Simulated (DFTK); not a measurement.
Li in DFTK: convergence with cutoff

Crystal: Li.

```
Li
1.0
    -1.75465    1.75465    1.75465
     1.75465   -1.75465    1.75465
     1.75465    1.75465   -1.75465
Li
1
Direct
  0.00000 0.00000 0.00000
```

* Program: DFTK 0.8.2
* Task: convergence study
* Functional: PBE
* Potentials or basis: in-house norm-conserving set (PBE, scalar relativistic)
* Cutoff: 354 eV
* k mesh: 7 × 7 × 7
* Occupations: fermi-dirac, width 0.02 eV
* Spin: no spin polarisation

These are the settings of the first run; the series varies cutoff, with any setting tied to it.

Hardware: 1 thread of AMD EPYC 7R13 Processor (Zen 3) (shared host).

```
    cutoff  energy less the tightest run, at zero smearing (meV/atom)  pressure (GPa)  SCF cycles
353.748 eV                                                    8042.87         -125.10           8
462.594 eV                                                    2861.15          -67.82           8
571.439 eV                                                     861.17          -29.83           9
734.707 eV                                                      92.33           -6.02           8
870.764 eV                                                       7.59           -1.49           9
1034.03 eV                                                       0.20           -0.80           9
1251.72 eV                                                       0.05           -0.79           8
1496.63 eV                                                       0.00           -0.79           8
```

Against the tightest run, the energy stays within 1 meV/atom from 1034.03 eV on; the pressure stays within 0.1 GPa from 1034.03 eV on. The tightest run that finished is the yardstick and may itself not be fully converged.

Caveat, for the tightest run too: the k mesh is coarse (spacing up to 0.36 Å⁻¹), so the values aren't converged.
